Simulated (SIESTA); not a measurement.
Runs of SIESTA 5.4.2 on GaAs. Symmetry: F-43m, No. 216, cubic system. The conventional cell has a = 5.654 Å, b = 5.654 Å, c = 5.654 Å, α = 90.00°, β = 90.00°, γ = 90.00°. Around As (site symmetry -43m) lie 4 Ga at 2.45 Å. Around Ga (site symmetry -43m) lie 4 As at 2.45 Å. 

```csv
task,level,potentials or basis,cell,k mesh,optimiser,force tolerance,stress tolerance (GPa),grid cutoff,energy shift,gap on the mesh (eV),pressure (GPa),relaxed volume (Å³/atom)
band structure,LDA,"PseudoDojo 0.4 standard (LDA files), DZP (energy shift 0.003 Ry; two zetas on semicore shells)",as given,8 × 8 × 8,-,-,-,800 Ry,0.003 Ry,(a),-1.4,-
relaxation of cell and atoms,LDA,"PseudoDojo 0.4 standard (LDA files), DZP (energy shift 0.002 Ry; radii capped at 9.5 bohr)",relaxed,6 × 6 × 6,Broyden,0.01 eV/Å,0.05,1200 Ry,0.002 Ry,0.31,0.0,(b)
relaxation of cell and atoms,PBEsol,"PseudoDojo 0.4 standard (PBEsol files), DZP (energy shift 0.002 Ry; radii capped at 9.5 bohr)",relaxed,8 × 8 × 8,-,0.01 eV/Å,-,800 Ry,0.002 Ry,0.23,0.0,23.30
band structure,AM05,"PseudoDojo 0.4 standard (PBEsol files), DZP (energy shift 0.003 Ry; two zetas on semicore shells)",as given,8 × 8 × 8,-,-,-,800 Ry,0.003 Ry,0.62,1.1,-
```

Alike in all rows: no spin polarisation; smearing fermi-dirac 0.05 eV.

**Question.** Estimate the missing entries.

**Answer.** (a) 0.42; (b) 22.59.

Caveats: the basis of atomic orbitals isn't converged, which shifts pressures, moduli and gaps; semicore shells carry a single zeta, which can move pressures by several GPa and volumes by a few percent (some runs); the potentials were made for another functional, which shifts forces and pressure (some runs).

A k mesh can miss the band edges, and the runs leave out spin-orbit coupling on As, Ga.

Not every run made on this cell is shown here.
